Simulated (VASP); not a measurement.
Here is a VASP 6.6.1 calculation.

The input INCAR:

```
ALGO     = Fast           # electronic algorithm
EDIFF    = 1E-7           # SCF threshold, eV
ENCUT    = 520            # plane-wave cutoff, eV
GGA      = PE             # functional
ISIF     = 2              # what is computed and relaxed
ISMEAR   = 0              # smearing method
LASPH    = T              # aspherical terms in the spheres
LCHARG   = F              # write CHGCAR
LREAL    = F              # projectors in reciprocal space
LWAVE    = F              # write WAVECAR
NBANDS   = 11             # bands
NELM     = 80             # most SCF steps
PREC     = Accurate       # precision mode
SIGMA    = 0.028999999999999998 # smearing width, eV
```

File KPOINTS:

```
k-points
0
Gamma
  10 10 10
```

File POSCAR:

```
SiC
1.0
    0.0000000000      2.1790000000      2.1790000000
    2.1790000000      0.0000000000      2.1790000000
    2.1790000000      2.1790000000      0.0000000000
Si C
1 1
Direct
    0.0000000000      0.0000000000      0.0000000000
    0.7500000000      0.7500000000      0.7500000000
```

Potentials or basis: VASP PAW PBE potentials, release 64 (Si, C).

Run with:

```sh
$ cat potpaw_PBE.64/Si/POTCAR potpaw_PBE.64/C/POTCAR > POTCAR
$ mpirun -np 1 vasp_std > vasp.out
```

(1) Estimate the band gap on the k mesh.

(2) Estimate the pressure.

Answers

(1) 1.36 eV, indirect (least direct gap 4.54 eV).

(2) 3.2 GPa.

**Experimental background.**

From “Insight into the structural, elastic and electronic properties of a new orthorhombic 6O-SiC polytype”, 2020, pmc:7200658, for a bulk crystal of SiC: band gap 2.4 eV (indirect).

Against the measured gap of SiC, 2.4 eV (indirect; quoted in “Insight into the structural, elastic and electronic properties of a new orthorhombic 6O-SiC polytype”, 2020, pmc:7200658), the calculated 1.36 eV is off by -1.04 eV. The value is that of PBE on a finite k mesh, which can miss the band edges, without temperature or zero-point motion. Semilocal functionals fall short of measured gaps as a rule.
